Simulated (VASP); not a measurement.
The system is CoO.

```xyz
2
Lattice="1.5055 0.8692 2.4399 -1.5055 0.8692 2.4399 0.0000 -1.7384 2.4399" Properties=species:S:1:pos:R:3 pbc="T T T"
Co    0.0000    0.0000    0.0000
O     0.0000    0.0000    3.6599
```

The cell is a database's computed one.

- Program: VASP 6.6.1
- Task: relaxation of cell and atoms
- Functional: PBEsol
- Potentials or basis: VASP PAW PBE potentials, release 64 (Co, O)
- Cutoff: 600 eV
- k mesh: 10 × 10 × 10
- Occupations: fermi-dirac, width 0.05 eV
- Spin: collinear spin, ferromagnetic start
- Starting moments: [2.0, 0.0] μB

At the start: pressure -9.9 GPa; volume 9.58 Å³/atom.

How do energy, volume and symmetry change on relaxing?

Over 19 steps the energy falls by 24.7 meV/atom and the volume is 8.90 Å³/atom (-7.0 %); space group R-3m (No. 166, to 0.05 Å); moment 2.64 μB per cell.

The path:
```csv
step,energy change (eV),largest force (eV/Å),pressure (GPa),volume (Å³)
1,0.0000,0.0000,-9.88,19.16
2,-0.0294,0.0000,3.49,17.57
3,-0.0351,0.0000,0.30,18.01
4,-0.0351,0.0000,0.04,18.04
5,-0.0351,0.0000,-0.17,18.07
6,-0.0352,0.0000,-0.18,18.07
7,-0.0355,0.0000,-0.18,18.06
8,-0.0365,0.0000,-0.19,18.06
9,-0.0395,0.0000,-0.26,18.04
10,-0.0462,0.0000,-0.69,17.99
11,-0.0431,0.0000,-1.62,17.84
12,-0.0487,0.0000,-1.02,17.95
13,-0.0489,0.0000,-1.13,17.94
14,-0.0490,0.0000,-1.00,17.92
15,-0.0492,0.0000,-0.71,17.87
16,-0.0492,0.0000,-0.56,17.85
17,-0.0492,0.0000,-0.45,17.84
18,-0.0494,0.0000,-0.13,17.82
19,-0.0494,0.0000,0.04,17.81
```

Final structure:
```xyz
2
Lattice="1.5247 0.8803 2.2111 -1.5247 0.8803 2.2111 0.0000 -1.7606 2.2111" Properties=species:S:1:pos:R:3 pbc="T T T"
Co    0.0000    0.0000    0.0000
O     0.0000    0.0000    3.3166
```

Caveat: the PAW data sets were made with another functional, which shifts forces and pressure a little; a cell with one magnetic atom can't hold antiferromagnetic order, which such compounds often take.
